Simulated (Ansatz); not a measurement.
# VSi2P4 monolayer in a perpendicular field, part 3 of 3

Wanted: the out-of-plane response of the VSi2P4 monolayer. A positive field points along +c.

Ansatz 0.2.0; plane-wave DFT, PBE-D3(BJ), Ansatz PAW.

So far. Step 2 (Relaxation): The lattice constant a goes from 3.480 to 3.431 Å. Step 3 (Single point, field 0): The work function of the upper face is 5.45 eV.

## Step 4: Single point, field 0.1 V/Å

Input file input.yaml:

```yaml
crystal:
  lattice:
    - [3.4305778704, 0.0, 0.0]
    - [-1.7152889352, 2.9709675854, 0.0]
    - [0.0, 0.0, 27.2841708012]
  atoms:
    - { symbol: P, position: [0.0, 0.0, 0.3298615914] }
    - { symbol: Si, position: [0.3333333333, 0.6666666667, 0.3679587756], spin: 0.01 }
    - { symbol: P, position: [0.3333333333, 0.6666666667, 0.4501810376], spin: -0.03 }
    - { symbol: V, position: [0.0, 0.0, 0.5], spin: 0.65 }
    - { symbol: P, position: [0.3333333333, 0.6666666667, 0.5498189624], spin: -0.03 }
    - { symbol: Si, position: [0.3333333333, 0.6666666667, 0.6320412244], spin: 0.01 }
    - { symbol: P, position: [0.0, 0.0, 0.6701384086] }
magnetization:
  spin_polarized: true
kpoints:
  mp_grid: { grid: [18, 18, 1] }
  band_path:
    path: [[0, 0, 0], [0.5, 0, 0], [0.33333333, 0.33333333, 0], [0, 0, 0]]
    npoints: 16
hamiltonian:
  xc: pbe
  dispersion: d3bj
scf:
  occupations: { method: fermi_dirac, width: 0.02585 }
  convergence: { dr2_threshold: 1.0e-10 }
efield:
  axis: 3
  dipole_correction: true
  ramp_position: 0.97
  ramp_width: 0.06
  amplitude: 0.1
output:
  write_potential: true
  write_density: true
  volumetric_format: npy
```

Started as:

```
$ ansatz run input.yaml --threads 2 --pin off --max-ram 3072MiB --backend cpu --events-out ev --progress --plain --runs-dir out
```

Numbers of over 12 decimals in the logs are rounded to 6 here.

Output:

```text
[...]
Crystal: 7 atoms, lattice volume = 278.084 Å³
Basis set: ecut = 420 eV, 5407 PW (Γ)
Bands: 28, of which v1, the nominal top of the filled ones, is band 21 counted from 1 (20 counted from 0)
Symmetry: 6 space group operations
k-points: 37 of 324 (time reversal used)
[...]
Starting moments: Σ|m| = 0.73 μB on 5 of 7 sites
[...]
k-point 1 ↑: bands = [... 17 lower, -0.1933, 0.0556, 0.0600, 0.5920, 3.2186, 3.3575, 3.4102, 3.5064, ... 3 higher]
  k-point 2 ↑: bands = [... 17 lower, -0.4280, -0.0909, -0.0181, 0.5582, 2.9399, 3.0003, 3.4186, 3.5656, ... 3 higher]
  k-point 36 ↓: bands = [... 17 lower, -1.9630, -0.8579, -0.2117, 1.2998, 2.1424, 2.2671, 2.4413, 2.9853, ... 3 higher]
[key lines of the parts left out:]
SCF converged after 16 iterations
Magnetization: 0.8369 μB (20.9185 up, 20.0815 down)
Free energy (F): -7211.147645 eV
Fermi energy:    0.562083 eV
Dipole field:    D = 0.041281 V/Å  (p = 0.063440 e·Å, saw-weighted, corrected)
```

Elapsed: 49 s, on 2 threads of Intel Xeon Platinum 8488C (Sapphire Rapids), shared host; peak memory 0.97 GiB; 97 s of CPU time.

The dipole is 0.0634 e·Å.

## Step 5: Single point, field -0.1 V/Å

input.yaml, as its differences from that of step 4:

```diff
@@ -31,3 +31,3 @@
   ramp_width: 0.06
-  amplitude: 0.1
+  amplitude: -0.1
 output:
```

Output:

```text
[...]
Crystal: 7 atoms, lattice volume = 278.084 Å³
Basis set: ecut = 420 eV, 5407 PW (Γ)
Bands: 28, of which v1, the nominal top of the filled ones, is band 21 counted from 1 (20 counted from 0)
Symmetry: 6 space group operations
k-points: 37 of 324 (time reversal used)
[...]
Starting moments: Σ|m| = 0.73 μB on 5 of 7 sites
[...]
k-point 1 ↑: bands = [... 17 lower, -0.1933, 0.0556, 0.0600, 0.5920, 3.2186, 3.3575, 3.4102, 3.5064, ... 3 higher]
  k-point 2 ↑: bands = [... 17 lower, -0.4280, -0.0909, -0.0181, 0.5582, 2.9399, 3.0003, 3.4186, 3.5656, ... 3 higher]
  k-point 36 ↓: bands = [... 17 lower, -1.9630, -0.8579, -0.2117, 1.2998, 2.1424, 2.2671, 2.4413, 2.9853, ... 3 higher]
[key lines of the parts left out:]
SCF converged after 16 iterations
Magnetization: 0.8369 μB (20.9185 up, 20.0815 down)
Free energy (F): -7211.147645 eV
Fermi energy:    0.562084 eV
Dipole field:    D = -0.041281 V/Å  (p = -0.063440 e·Å, saw-weighted, corrected)
```

Wall time 52 s (2 threads); peak memory 0.98 GiB.

The dipole is -0.0634 e·Å.

## Step 6: Response, atoms held

This step: plane-wave DFT, PBE-D3(BJ), Ansatz PAW; response to a field along the normal, atoms held (Ansatz 0.2.0).

The dipoles give the slope, and the difference of two potentials shows where the field is screened.

This step gave:

```yaml
equivalent_conductor_thickness_p_eps_0ae: 11.26 Å
distance_between_the_outer_atoms: 9.284 Å
```

Table of dipole of the cell by applied field:

| applied field (V/Å) | dipole of the cell (e·Å) |
| --- | --- |
| -0.1000 | -0.0634 |
| 0.0000 | 2.7e-7 |
| 0.1000 | 0.0634 |

The total moment stays at 0.837 μB for applied field from -0.1 to 0.1 V/Å.

Local field over the applied field, running mean. From the potentials at -0.1 and 0.1 V/Å; running mean over 2.5 Å. Table of local field over applied field by z:

| z (Å) | local field over applied field |
| --- | --- |
| 4.5 | 0.998 |
| 5.0 | 0.995 |
| 5.5 | 0.986 |
| 6.0 | 0.960 |
| 6.5 | 0.899 |
| 7.0 | 0.780 |
| 7.5 | 0.612 |
| 8.0 | 0.433 |
| 8.5 | 0.258 |
| 9.0 | 0.124 |
| 9.5 | 0.0682 |
| 10.0 | 0.0621 |
| 10.5 | 0.0660 |
| 11.0 | 0.0778 |
| 11.5 | 0.0732 |
| 12.0 | 0.0498 |
| 12.5 | 0.0377 |
| 13.0 | 0.0292 |
| 13.5 | 0.0150 |
| 14.0 | 0.0204 |
| 14.5 | 0.0341 |
| 15.0 | 0.0411 |
| 15.5 | 0.0597 |
| 16.0 | 0.0788 |
| 16.5 | 0.0727 |
| 17.0 | 0.0634 |
| 17.5 | 0.0621 |
| 18.0 | 0.0833 |
| 18.5 | 0.173 |
| 19.0 | 0.332 |
| 19.5 | 0.510 |
| 20.0 | 0.688 |
| 20.5 | 0.839 |
| 21.0 | 0.932 |
| 21.5 | 0.974 |
| 22.0 | 0.991 |
| 22.5 | 0.997 |
| 23.0 | 0.999 |

The induced electron density oscillates, so the rows of the table below give means over windows of 1 Å about each position, cut where the curve ends. Its maxima inside the range that stand out by 2 % of the span (Å: e/Å³ per V/Å): 8.0: 0.00371, 9.4: 8.7e-4, 11.1: 6.1e-4, 12.2: 8.9e-4, 14.1: 7.9e-4, 15.6: 3.0e-6, 17.1: 0.00146, 18.3: -4.1e-4. Its minima: 9.0: 4.1e-4, 10.2: -0.00146, 11.7: -3.0e-6, 13.2: -7.9e-4, 15.1: -8.9e-4, 16.2: -6.1e-4, 17.9: -8.7e-4, 19.3: -0.00371.

Electrons, planar mean, per unit field. Induced electron density against z; means over each step:

z (Å), induced electron density (e/Å³ per V/Å) and a bar from the least value:
```
        5    0.00003 ##############
        6    0.00022 ###############
        7    0.00141 #####################
        8    0.00313 ##############################
        9    0.00077 #################
       10   -0.00074 ##########
       11    0.00029 ###############
       12    0.00045 ################
       13   -0.00036 ############
       14    0.00043 ################
       15   -0.00051 ###########
       16   -0.00034 ############
       17    0.00082 ##################
       18   -0.00052 ###########
       19   -0.00254 
       20   -0.00211 ##
       21   -0.00039 ###########
       22   -0.00005 #############
       23   -0.00001 #############
```

By hand: between -0.1 and 0.1 V/Å the dipole changes by 0.1269 e·Å, a slope of 0.6344 e·Å²/V. A perfect conductor of thickness t has p = ε₀AEt, so t = 180.95 × 0.6344 / 10.192 = 11.26 Å (e/ε₀ = 180.95 V·Å, A in Å²).

The induced dipole is that of a conductor 11.26 Å thick.

## Step 7: What came out

```yaml
gap_without_field: none
work_function_upper_face: 5.45 eV
equivalent_conductor_thickness_atoms_held: 11.3 Å
```

**Reading.** The induced dipole equals that of a perfect conductor 11.26 Å thick, while the outer atoms lie 9.28 Å apart. There is no gap over 0.03 eV, with or without the field. For an open d or f shell that can be the fault of a semilocal functional without a Hubbard term. The magnetic order is the one reached from the typed start; other orders were not compared. The outer anions sit over the metal atoms, one of several polytypes of such layers and not the lowest for every compound.

[Logs are printed without paths, hosts, clocks, repeated set-up lines and the standing remarks that a program may print on its own settings, such as how far it seeks lower states.]

[Hosts, paths, dates, database ids (printed as entryN), source tags and the programs' standing remarks are cut or masked in the printed files.]

[Maps of the electrostatic potential energy from Ansatz leave out the sawtooth potential of an applied field or a dipole correction, so their vacuum need not be flat; planar profiles and work functions include it.]
